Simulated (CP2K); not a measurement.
A run of CP2K 2026.2 is set up as follows.

Contents of alpt_scf.inp:

```
&GLOBAL
  PROJECT alpt_scf
  RUN_TYPE ENERGY_FORCE
  PRINT_LEVEL LOW
&END GLOBAL
&FORCE_EVAL
  METHOD QS
  STRESS_TENSOR ANALYTICAL
  &DFT
    BASIS_SET_FILE_NAME BASIS_MOLOPT_UZH
    POTENTIAL_FILE_NAME POTENTIAL_UZH
    &MGRID
      CUTOFF 450
      REL_CUTOFF 60
      NGRIDS 5
    &END MGRID
    &QS
      METHOD GPW
      EPS_DEFAULT 1.0E-10
    &END QS
    &KPOINTS
      SCHEME MONKHORST-PACK 9 9 9
      GAMMA_CENTERED T
      SYMMETRY T
      SYMMETRY_BACKEND SPGLIB
    &END KPOINTS
    &SCF
      SCF_GUESS ATOMIC
      EPS_SCF 1.0E-6
      MAX_SCF 100
      ADDED_MOS 13
      CHOLESKY OFF
      EPS_EIGVAL 1.0E-7
      &DIAGONALIZATION ON
        ALGORITHM STANDARD
      &END DIAGONALIZATION
      &MIXING ON
        METHOD BROYDEN_MIXING
        ALPHA 0.4
        BETA 1.5
        NBUFFER 8
      &END MIXING
      &SMEAR ON
        METHOD GAUSSIAN
        SIGMA [eV] 0.1
      &END SMEAR
    &END SCF
    &XC
      &XC_FUNCTIONAL
        &GGA_X_PBE_SOL
        &END GGA_X_PBE_SOL
        &GGA_C_PBE_SOL
        &END GGA_C_PBE_SOL
      &END XC_FUNCTIONAL
    &END XC
    &PRINT
      &KPOINTS ON
      &END KPOINTS
      &MULLIKEN ON
      &END MULLIKEN
      &MO ON
        ENERGIES T
        OCCUPATION_NUMBERS T
        &EACH
          QS_SCF 0
        &END EACH
        ADD_LAST NUMERIC
      &END MO
    &END PRINT
  &END DFT
  &SUBSYS
    &CELL
      A 3.0915460000 0.0000000000 0.0000000000
      B 0.0000000000 3.0915460000 0.0000000000
      C 0.0000000000 0.0000000000 3.0915460000
      PERIODIC XYZ
    &END CELL
    &COORD
      Pt  1.5457730000 1.5457730000 1.5457730000
      Al  0.0000000000 0.0000000000 0.0000000000
    &END COORD
    &KIND Pt
      BASIS_SET TZVP-MOLOPT-PBE-GTH-q18
      POTENTIAL GTH-PBE-q18
    &END KIND
    &KIND Al
      BASIS_SET TZVP-MOLOPT-PBE-GTH-q3
      POTENTIAL GTH-PBE-q3
    &END KIND
    &PRINT
      &ATOMIC_COORDINATES ON
      &END ATOMIC_COORDINATES
      &CELL ON
      &END CELL
    &END PRINT
  &END SUBSYS
  &PRINT
    &FORCES ON
    &END FORCES
    &STRESS_TENSOR ON
    &END STRESS_TENSOR
  &END PRINT
&END FORCE_EVAL
```

Potentials or basis: POTENTIAL_UZH Pt GTH-PBE-q18, Al GTH-PBE-q3; TZVP-MOLOPT-PBE-GTH basis.

Run with:

```sh
$ OMP_NUM_THREADS=1 cp2k.psmp -i alpt_scf.inp -o alpt_scf.out
```

(1) Predict the pressure.

(2) What does it give for the Mulliken charges?

(3) What does it give for the band gap on the k mesh?

Results:

(1) -4.6 GPa.

(2) Pt -0.18; Al +0.18 e.

(3) none (metal or under the smearing width).

Caveat: the potentials were made for another functional, which shifts forces and pressure; the basis of atomic orbitals isn't converged, which shifts pressures, moduli and gaps.
